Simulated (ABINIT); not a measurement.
Here is an ABINIT 10.8.3 (patched build) calculation.

File run.abi:

```
# Datasets: one volume each
ndtset 7
getwfk -1
scalecart1 3*0.9795861087
scalecart2 3*0.9864848297
scalecart3 3*0.9932883884
scalecart4 3*1.0000000000
scalecart5 3*1.0066227096
scalecart6 3*1.0131594038
scalecart7 3*1.0196128224

# Pseudopotentials
pp_dirpath "./"
pseudos "Te.GGA_PBE-JTH.xml, Be.GGA_PBE-JTH.xml"

# Structure
acell 7.4027593915 7.4027593915 7.4027593915
rprim
     0.0000000000     0.7071067812     0.7071067812
     0.7071067812     0.0000000000     0.7071067812
     0.7071067812     0.7071067812     0.0000000000
ntypat 2
znucl 52 4
natom 2
typat 1 2
xred
     0.7500000000     0.7500000000     0.7500000000
     0.0000000000     0.0000000000     0.0000000000

# Plane-wave basis
ecut 517.016339 eV
pawecutdg 38.0

# k points
kptopt 1
ngkpt 8 8 8
nshiftk 1
shiftk 0.0 0.0 0.0

# Exchange and correlation
ixc -144130

# Bands and occupations
nband 9
occopt 3
tsmear 0.00183747

# SCF cycle
nstep 100
tolvrs 1.0e-9

# Output
iomode 3
prtwf 1
prtden 0
prteig 0
prtebands 0
enunit 1
```

Potentials or basis: JTH PAW PBE v2.0.

Command:

```bash
$ abinit run.abi > log 2>&1
```

**Question.** What does it give for the bulk modulus?

**Answer.** 55 GPa (rough).

**Question.** What does it give for the equilibrium volume?

**Answer.** 23.55 Å³/atom (rough: see the caveat).

Energy against volume, from the lowest point:
```
volume (Å³/atom)  energy (meV/atom)
          19.979             112.10
          20.404              82.16
          20.829              57.25
          21.254              36.93
          21.679              20.88
          22.104               8.70
          22.529               0.00
```

Caveat: pressures at fixed basis lie under the slope of the energies; the minimum lies outside the volumes run; the PAW data sets were made with another functional, which shifts forces and pressure a little. The run has no spin-orbit coupling, so splittings on Te are missing.
